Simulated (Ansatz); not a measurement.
## Worked example: the enthalpy of C4H6 → C2H4 + C2H2

Species: C4H6 (cyclobutene) `C1=CCC1`, singlet; C2H4 `C=C`, singlet; C2H2 (acetylene) `C#C`, singlet. This is a balance of energies; it says nothing on the path, which may need atoms to shift.

Shapes, held fixed at every level: PBE0-D4/def2-TZVP. Programs: Ansatz 0.2.0. The zero-point and thermal terms to 298 K, harmonic and unscaled (PBE0-D4/def2-TZVP), stand in the table.

At HF/def2-SVP; 1 Eh = 2625.50 kJ/mol:

| species | energy (Eh) | H(298 K) − E (kJ/mol) | tabulated ΔfH (kJ/mol) |
| --- | --- | --- | --- |
| C4H6 | -154.787494 | 240.2 | +156.9 |
| C2H4 | -77.977979 | 144.6 | +52.6 |
| C2H2 | -76.762449 | 80.8 | +228.3 |

Problem. Work out the reaction enthalpy at 298 K from the calculation and from the table of heats.

Solution. 
1. Electronic: (-77.977979) + (-76.762449) − [(-154.787494)] = 0.047066 Eh = +123.6 kJ/mol.
2. Zero-point and thermal: (144.6) + (80.8) − [(240.2)] = -14.8 kJ/mol.
3. Computed ΔH = +108.8 kJ/mol.
4. From the heats of formation (Active Thermochemical Tables): (52.6) + (228.3) − [(156.9)] = +124.0 kJ/mol.
5. Computed less tabulated: -15.2 kJ/mol. Tabulated heats carry uncertainties of their own.
